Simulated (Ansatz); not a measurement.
**KBr: from C11, C12, C44 to the moduli of a polycrystal**

The cell as given, ahead of any relaxation:

The structure is cubic, space group Fm-3m (No. 225). The conventional cell has a = 6.600 Å, b = 6.600 Å, c = 6.600 Å, α = 90.00°, β = 90.00°, γ = 90.00°. Br (site symmetry m-3m) is surrounded by 6 K at 3.30 Å. K (site symmetry m-3m) has 6 Br at 3.30 Å as nearest neighbours.

Constants in GPa on the cubic axes, for the cell as given (35.94 Å³ an atom), where symmetry holds the atoms; no spin polarisation, no spin-orbit coupling. Meshes are those of the run's cell of 2 atoms. Ansatz's plane-wave pressures hold its Pulay term. Occupations: fixed (run 1); fermi-dirac 0.05 eV (run 2). Space group Fm-3m.

| run | level | program and potentials | k mesh | cell | C11 | C12 | C44 |
| --- | --- | --- | --- | --- | --- | --- | --- |
| 1 | PBEsol | Ansatz, Ansatz PAW (made for PBE), 420 eV | 6 × 6 × 6 | as given, -0.33 GPa | 32.4 | 4.4 | 5.2 |
| 2 | PBEsol | Ansatz, all-electron LAPW, scalar-relativistic | 5 × 5 × 5 | as given, -0.33 GPa | 32.4 | 4.4 | 5.2 |

Question: For run 1, work out the bulk, shear and Young's moduli of a random polycrystal, Poisson's ratio and the anisotropy, and test the cell's stability.

Answer: From the values as printed: B = (C11 + 2 C12)/3 = 13.7 GPa. Voigt: G_V = (C11 - C12 + 3 C44)/5 = 8.7; Reuss: G_R = 5 C44 (C11 - C12)/[4 C44 + 3 (C11 - C12)] = 6.9; Hill's mean, from the unrounded bounds, G = 7.8 GPa. Young's modulus E = 9BG/(3B + G) = 19.7 GPa, Poisson's ratio ν = (3B - 2G)/[2(3B + G)] = 0.261. Zener's ratio 2 C44/(C11 - C12) = 0.37, so the crystal is stiffest along ⟨100⟩ and softest along ⟨111⟩. C11 > |C12|, C11 + 2 C12 > 0 and C44 > 0 hold, so the cell is stable against small uniform strains, which says nothing of soft phonons. Under pressure the constants are those of stress over strain at that pressure. An equation of state at this level (Ansatz, PseudoDojo PBEsol stringent; mesh 7 × 7 × 7) gives B0 = 15.4 GPa at its minimum of 35.10 Å³ an atom, against 35.94 here. Over the runs shown B spans 13.7 to 13.7 GPa and C44 5.2 to 5.2.
